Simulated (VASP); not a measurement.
**SnS: relaxation of cell and atoms with PBEsol**

Crystal: SnS.

```
CELL_PARAMETERS angstrom
11.08297 0.00000 0.00000
0.00000 3.98446 0.00000
0.00000 0.00000 4.24249
ATOMIC_POSITIONS crystal
Sn 0.11831 0.25000 0.11342
Sn 0.38169 0.75000 0.61342
Sn 0.61831 0.25000 0.38658
Sn 0.88169 0.75000 0.88658
S 0.85349 0.25000 0.47308
S 0.64651 0.75000 0.97308
S 0.35349 0.25000 0.02692
S 0.14651 0.75000 0.52692
```

* Program: VASP 6.6.1
* Task: relaxation of cell and atoms
* Functional: PBEsol
* Potentials or basis: VASP PAW PBE potentials, release 64 (Sn_d, S)
* Cutoff: 600 eV
* k mesh: 4 × 8 × 6
* Occupations: gaussian, width 0.03 eV
* Spin: no spin polarisation
* Further INCAR settings: ALGO = Normal; EDIFF = 1e-07; IBRION = 2; EDIFFG = -0.005; NSW = 90; ISIF = 3

```yaml
Relaxed_volume: 23.40 Å³/atom
Relaxed_cell: a = 11.102 Å, b = 3.986 Å, c = 4.230 Å, α = 90.00°, β = 90.00°, γ = 90.00°
Space_group_after_relaxing_to_0.05_Å: Pnma (No. 62)
Energy_gained_by_relaxing: 0.0 meV/atom
Ionic_steps: 14
Pressure_after_relaxing: 0.0 GPa
Largest_force_after_relaxing: 0.003 eV/Å
Band_gap_on_the_k_mesh: 0.72 eV, indirect (least direct gap 1.08 eV)
```

Forces on the atoms (eV/Å):
```
Sn   0.002  0.000 -0.002
Sn  -0.002  0.000 -0.002
Sn   0.002  0.000  0.002
Sn  -0.002  0.000  0.002
S    0.003  0.000  0.002
S   -0.003  0.000  0.002
S    0.003  0.000 -0.002
S   -0.003  0.000 -0.002
```

The path:
| step | energy change (eV) | largest force (eV/Å) | pressure (GPa) | volume (Å³) |
| --- | --- | --- | --- | --- |
| 1 | 0.0000 | 0.0091 | -0.01 | 187.35 |
| 2 | 0.0000 | 0.0093 | 0.00 | 187.29 |
| 3 | 0.0000 | 0.0102 | 0.01 | 187.23 |
| 4 | 0.0000 | 0.0100 | 0.01 | 187.25 |
| 5 | -0.0001 | 0.0073 | 0.00 | 187.25 |
| 6 | -0.0001 | 0.0058 | -0.02 | 187.26 |
| 7 | -0.0001 | 0.0051 | 0.01 | 187.18 |
| 8 | -0.0001 | 0.0061 | 0.03 | 187.12 |
| 9 | -0.0002 | 0.0060 | 0.03 | 187.12 |
| 10 | -0.0002 | 0.0061 | 0.02 | 187.13 |
| 11 | -0.0003 | 0.0062 | 0.01 | 187.14 |
| 12 | -0.0003 | 0.0071 | -0.01 | 187.18 |
| 13 | -0.0003 | 0.0068 | 0.00 | 187.17 |
| 14 | -0.0003 | 0.0031 | -0.01 | 187.17 |

Final structure:
```yaml
crystal:
  lattice:
    - [11.10224, 0.00000, 0.00000]
    - [0.00000, 3.98561, 0.00000]
    - [0.00000, 0.00000, 4.22986]
  atoms:
    - { symbol: Sn, position: [0.11852, 0.25000, 0.10999] }
    - { symbol: Sn, position: [0.38148, 0.75000, 0.60999] }
    - { symbol: Sn, position: [0.61852, 0.25000, 0.39001] }
    - { symbol: Sn, position: [0.88148, 0.75000, 0.89001] }
    - { symbol: S, position: [0.85325, 0.25000, 0.47437] }
    - { symbol: S, position: [0.64675, 0.75000, 0.97437] }
    - { symbol: S, position: [0.35325, 0.25000, 0.02563] }
    - { symbol: S, position: [0.14675, 0.75000, 0.52563] }
```

Levels at points of the mesh, in eV from the valence-band top:
| k point | band 38 | band 39 | band 40 | band 41 | band 42 | band 43 |
| --- | --- | --- | --- | --- | --- | --- |
| (0.00, 0.00, 0.00) | -1.30 | -0.81 | -0.67 | 0.72 | 2.97 | 3.01 |
| (0.50, 0.00, 0.00) | -2.23 | -0.70 | -0.70 | 2.62 | 2.62 | 2.77 |
| (0.00, 0.50, 0.00) | -1.04 | -0.77 | -0.77 | 1.10 | 1.10 | 1.72 |
| (0.50, 0.50, 0.00) | -1.00 | -1.00 | -1.00 | 1.58 | 1.58 | 1.58 |
| (0.00, 0.00, 0.50) | -0.95 | -0.09 | -0.09 | 1.41 | 1.41 | 1.86 |
| (0.50, 0.00, 0.50) | -0.72 | 0.00 | 0.00 | 1.30 | 1.30 | 1.81 |
| (0.00, 0.50, 0.50) | -2.57 | -1.59 | -1.59 | 2.74 | 2.74 | 3.00 |
| (0.50, 0.50, 0.50) | -1.77 | -1.77 | -1.77 | 2.54 | 2.54 | 2.54 |

Wall time 12 min on 4 MPI ranks on AMD EPYC 9R45 96-Core Processor (Zen 5) (shared host), peak memory 0.64 GiB a rank.

Caveat: the PAW data sets were made with another functional, which shifts forces and pressure a little; spin-orbit coupling is left out, which moves the levels of the heavy elements. A k mesh can miss the band edges.
